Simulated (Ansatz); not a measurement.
System: zinc-blende ZnTe. Method: PBEsol (Ansatz, an electronic-structure program, PAW).

Settings: plane-wave cutoff 520 eV, 10×10×10 k mesh, Fermi–Dirac smearing 0.01 eV, scalar-relativistic PAW data made under PBE.

Pressure at four volumes; x = ln(V/27.898 Å³). One pressure is withheld.

```csv
V (Å³/atom),x,P (GPa)
26.224,-0.0619,3.60
27.898,0.0000,0.00
29.014,0.0392,-1.80
29.571,0.0582,?
```

### Question
Pass a parabola P(x) through the three rows shown, estimate the bulk modulus and its pressure derivative near zero pressure, and predict the withheld pressure.

### Answer
Slopes between the rows: (0.00 − (3.60))/(0.0000 − (-0.0619)) = -58.16 and (-1.80 − (0.00))/(0.0392 − (0.0000)) = -45.92 GPa. Their difference over the span 0.1011 is c = 12.24/0.1011 = 121.1 GPa, so P(x) = 3.60 + (-58.16)(x − (-0.0619)) + 121.1 (x − (-0.0619))(x − (0.0000)). At the middle row B = −dP/dx = −[-58.16 + 121.1 × 0.0619] = 50.7 GPa, and B′ = dB/dP = 2c/B = 4.8. At x = 0.0582 the parabola gives -2.54 GPa; the run gives -2.56 GPa. The Birch–Murnaghan fit to the energies at all volumes has B0 = 50.4 GPa and B′ = 4.7.

Measured, for comparison: bulk modulus 51 ± 3 GPa (room temperature, not corrected to a static lattice; as tabulated in Determination of phase transition pressures of ZnTe under quasihydrostatic …). Computed (rounded) less measured: bulk modulus -1 % (inside the measured uncertainty).

Spin–orbit coupling is not included.
